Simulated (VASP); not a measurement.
A run of VASP 6.6.1 is set up as follows.

The input INCAR:

```
  ALGO = Normal
  EDIFF = 1E-6
  ENCUT = 520
  GGA = PE
  ISIF = 2
  ISMEAR = 0
  ISPIN = 2
  LASPH = T
  LCHARG = T
  LELF = T
  LMAXMIX = 6
  LORBIT = 11
  LREAL = F
  LVHAR = T
  LWAVE = F
  MAGMOM = 7
  NBANDS = 14
  NELM = 150
  PREC = Accurate
  SIGMA = 0.1
```

File KPOINTS:

```
k-points
0
Gamma
  8 8 8
```

POSCAR

```
Eu
1.0
   -2.2718745629      2.2718745629      2.2718745629
    2.2718745629     -2.2718745629      2.2718745629
    2.2718745629      2.2718745629     -2.2718745629
Eu
1
Direct
    0.0000000000      0.0000000000      0.0000000000
```

Potentials or basis: VASP PAW PBE potentials, release 64 (Eu_2), 4f in core.

Command:

```console
$ cat potpaw_PBE.64/Eu_2/POTCAR > POTCAR
$ mpirun -np 1 vasp_std > vasp.out
```

Question: Predict the pressure.

Answer: -0.7 GPa.

Question: Estimate the net moment.

Answer: 0.00 μB per cell.

 The state reached can hang on the start; a lower one may exist.
